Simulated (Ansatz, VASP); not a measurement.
## One calculation of Cl, two programs

```
Cl
1.0
     3.18639   -2.27961    0.00000
     3.18639    2.27961    0.00000
     0.00000    0.00000    8.31804
Cl
4
Direct
  0.37000 0.63000 0.40000
  0.13000 0.87000 0.90000
  0.63000 0.37000 0.60000
  0.87000 0.13000 0.10000
```

Change from the starting cell: volume scaled by 1.04.

Alike in both runs: task single point; functional LDA; k mesh 7 × 7 × 4; occupations fermi-dirac, width 0.05 eV; no spin polarisation.

```csv
,VASP,Ansatz
version,VASP 6.6.1,Ansatz 0.2.0
potentials or method,"VASP PAW LDA potentials, release 64 (Cl), cutoff 520 eV","all-electron LAPW, scalar-relativistic"
```

Ansatz gave:

* gap on the k mesh at the Fermi level (eV): 2.21
* least direct gap on the mesh (eV): 2.26
* pressure (GPa): -3.2
* largest component of the traceless stress (GPa): 1.99
* rms of the force components (eV/Å): 0.349

Estimate VASP's values.

gap on the k mesh at the Fermi level (eV): 2.23; least direct gap on the mesh (eV): 2.28; pressure (GPa): -3.5; largest component of the traceless stress (GPa): 2.19; rms of the force components (eV/Å): 0.416.

Atom by atom the forces differ by 0.068 eV/Å (rms over components). Ansatz ran all-electron here, so the differences hold the error of VASP's frozen core and of both bases.

Caveats: an odd mesh through Γ misses points on the zone boundary, where band edges often lie.
